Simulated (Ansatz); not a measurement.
# ZnO: the cost of one run

Program: Ansatz 0.2.0. Level of theory: DFT PBEsol, scalar-relativistic, plane waves, PAW. These are calculated values, not measurements.

2 further runs of the same task are left out: 2 set aside as unsound or not needed.

## Step 1: The system as given

Symmetry: P6_3mc, No. 186, hexagonal system. The conventional cell has a = 3.230 Å, b = 3.230 Å, c = 5.214 Å, α = 90.00°, β = 90.00°, γ = 120.00°. Zn (site symmetry 3m) is surrounded by 4 O at 1.97 to 1.98 Å. O (site symmetry 3m) has 4 Zn at 1.97 to 1.98 Å in its first shell of neighbours.

As a file:

```cif
data_structure
_symmetry_space_group_name_H-M 'P 1'
_symmetry_Int_Tables_number 1
_cell_length_a 3.2300
_cell_length_b 3.2300
_cell_length_c 5.2143
_cell_angle_alpha 90.000
_cell_angle_beta 90.000
_cell_angle_gamma 120.000
_cell_volume 47.11
loop_
_atom_site_label
_atom_site_type_symbol
_atom_site_fract_x
_atom_site_fract_y
_atom_site_fract_z
_atom_site_occupancy
Zn1 Zn 0.33333 0.66667 0.00158 1
Zn2 Zn 0.66667 0.33333 0.50158 1
O1 O 0.33333 0.66667 0.38052 1
O2 O 0.66667 0.33333 0.88052 1
```

It is the result of an earlier relaxation at this level (volume 11.78 Å³/atom; gap on the mesh: 0.70 eV).

The bulk reference comes from a run made before at the same settings: -1921.0645 eV/atom.

## Step 2: Cutting the (101) slab

Miller indices refer to the conventional cell of the relaxed bulk, P6_3mc (No. 186): a = 3.230 Å, b = 3.230 Å, c = 5.214 Å, α = 90.00°, β = 90.00°, γ = 120.00°.

Cut from the relaxed bulk: a (101) slab, 11.9 Å thick as cut, with 15 Å of vacuum; its outer planes are Zn (top) and Zn (bottom).

The slab as cut. Layers, bottom to top:

| plane | atoms per cell | height over the lowest (Å) |
| --- | --- | --- |
| 1 | Zn | 0.00 |
| 2 | O | 0.52 |
| 3 | O | 0.93 |
| 4 | Zn | 2.05 |
| 5 | Zn | 2.46 |
| 6 | O | 2.99 |
| 7 | O | 3.40 |
| 8 | Zn | 4.52 |
| 9 | Zn | 4.93 |
| 10 | O | 5.45 |
| 11 | O | 5.86 |
| 12 | Zn | 6.98 |
| 13 | Zn | 7.39 |
| 14 | O | 7.92 |
| 15 | O | 8.33 |
| 16 | Zn | 9.45 |
| 17 | Zn | 9.86 |
| 18 | O | 10.38 |
| 19 | O | 10.79 |
| 20 | Zn | 11.91 |

## Step 3: Single point on the unrelaxed (101) slab

A dipole layer in the vacuum cancels the field that periodic copies would set up if the slab's two faces differ.

Contents of input.yaml:

```yaml
crystal:
  lattice:
    - [3.2300235096, 0.0, 0.0]
    - [-1.6150117548, 5.917236271, 0.0]
    - [0.0, 0.0, 26.9140643116]
  atoms:
    - { symbol: Zn, position: [0.5366312093, 0.0732624186, 0.2786647127] }
    - { symbol: O, position: [0.12088377, 0.24176754, 0.2981054038] }
    - { symbol: O, position: [0.3895069381, 0.7790138761, 0.3133699064] }
    - { symbol: Zn, position: [0.8797470497, 0.7594940993, 0.3549872256] }
    - { symbol: Zn, position: [0.1483702177, 0.2967404354, 0.3702517282] }
    - { symbol: O, position: [0.7326227784, 0.4652455568, 0.3896924192] }
    - { symbol: O, position: [0.0012459465, 0.002491893, 0.4049569218] }
    - { symbol: Zn, position: [0.4914860581, 0.9829721161, 0.446574241] }
    - { symbol: Zn, position: [0.7601092261, 0.5202184523, 0.4618387436] }
    - { symbol: O, position: [0.3443617868, 0.6887235736, 0.4812794347] }
    - { symbol: O, position: [0.6129849549, 0.2259699098, 0.4965439372] }
    - { symbol: Zn, position: [0.1032250665, 0.2064501329, 0.5381612564] }
    - { symbol: Zn, position: [0.3718482345, 0.7436964691, 0.553425759] }
    - { symbol: O, position: [0.9561007952, 0.9122015905, 0.5728664501] }
    - { symbol: O, position: [0.2247239633, 0.4494479266, 0.5881309526] }
    - { symbol: Zn, position: [0.7149640749, 0.4299281497, 0.6297482718] }
    - { symbol: Zn, position: [0.9835872429, 0.9671744859, 0.6450127744] }
    - { symbol: O, position: [0.5678398036, 0.1356796073, 0.6644534655] }
    - { symbol: O, position: [0.8364629717, 0.6729259434, 0.6797179681] }
    - { symbol: Zn, position: [0.3267030833, 0.6534061666, 0.7213352873] }
basis:
  ecutwfc: 420
kpoints:
  mp_grid: { grid: [9, 5, 1] }
hamiltonian:
  xc: pbesol
scf:
  occupations: { method: gaussian, width: 0.05 }
output:
  forces: true
  stress: true
  eigenvalues: true
efield:
  axis: 3
  dipole_correction: true
  ramp_width: 0.04
```

Run with:

```sh
> ansatz run input.yaml --threads 2 --pin off --max-ram 5120MiB --backend cpu --events-out ev --progress --plain --runs-dir out
```

What time and memory should one allow on 2 threads of Intel Xeon Platinum 8488C (Sapphire Rapids), shared host?

About 88 s, with a peak of 1.5 GiB.
